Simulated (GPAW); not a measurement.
Runs of GPAW 26.7.0 on Ba. The structure is cubic, space group Im-3m (No. 229). Conventional cell: a = 5.013 Å, b = 5.013 Å, c = 5.013 Å, α = 90.00°, β = 90.00°, γ = 90.00°. Around Ba (site symmetry m-3m) lie 8 Ba at 4.34 Å. 

| level | potentials or basis | eigensolver | gap on the mesh (eV) | pressure (GPa) | relaxed volume (Å³/atom) |
| --- | --- | --- | --- | --- | --- |
| revPBE | the program's PAW data sets (release 1.2.1) made for this functional, pw | - | none | 0.0 | 67.77 |
| BLYP | PAW data sets generated in the run's folder for this functional, pw | davidson | none | 0.0 | 67.02 |
| LDA | the program's PAW data sets (release 1.2.1) made for this functional, pw | - | none | 0.0 | (a) |
| RPBE | the program's PAW data sets (release 1.2.1) made for this functional, pw | - | none | 0.0 | (b) |
| r2SCAN | GPAW PAW data sets (gpaw-data 1.2.1), pw | - | none | 0.0 | 65.82 |
| PBEsol | PAW data sets generated in the run's folder for this functional, pw | - | none | 0.0 | 58.87 |
| SCAN | GPAW PAW data sets (gpaw-data 1.2.1), pw | - | none | 0.0 | 65.12 |

Alike in all rows: task relaxation of cell and atoms; no spin polarisation; cell relaxed; k mesh 7 × 7 × 7; cutoff (eV) 600; smearing fermi-dirac 0.05 eV.

Task: Fill in the values left out.

Result: (a) 54.81; (b) 69.07.

Caveats: later steps reuse the first step's grids; the PAW data sets were made with another functional, which shifts forces and pressure a little (some runs).

A k mesh can miss the band edges, and the runs leave out spin-orbit coupling on Ba.

A gap of «none» marks a metal or a gap under the smearing width.

Runs at the PBE level aren't shown here.
